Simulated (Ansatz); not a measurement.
BN:

```xyz
2
Lattice="0.0000 1.8130 1.8130 1.8130 0.0000 1.8130 1.8130 1.8130 0.0000" Properties=species:S:1:pos:R:3 pbc="T T T"
N     0.9065    0.9065    0.9065
B     0.0000    0.0000    0.0000
```

The cell is a database's computed one.

Base run:

```yaml
Program: Ansatz 0.2.0
Functional: BLYP
Potentials_or_basis: Ansatz PAW
Cutoff: 420 eV
Density_cutoff: 1680 eV
k_mesh: 13 × 13 × 13
Occupations: fermi-dirac, width 0.05 eV
Spin: no spin polarisation
```

Its results: band gap on the k mesh 4.93 eV, indirect (least direct gap 8.88 eV); pressure 6.4 GPa.

Question: The run is repeated on the same cell with these changes: functional from BLYP to r2SCAN; cutoff from 420 eV to 500 eV; density cutoff from 1680 eV to 2000 eV. What comes out?

Answer: Band gap on the k mesh 5.06 eV, indirect (least direct gap 9.52 eV); pressure -5.2 GPa.

r2SCAN gives the wider gap, since meta-GGAs in the generalised Kohn-Sham scheme recover part of the derivative discontinuity.

Caveats: the k mesh misses the band edges, so the gap on the mesh is wider than the one along the path; the PAW data sets come from PBE, with cores solved anew for the run's functional, which leaves a small shift of forces and pressure; the potentials were made for another functional, which shifts forces and pressure (some runs).

Not every run made on this cell is shown here.
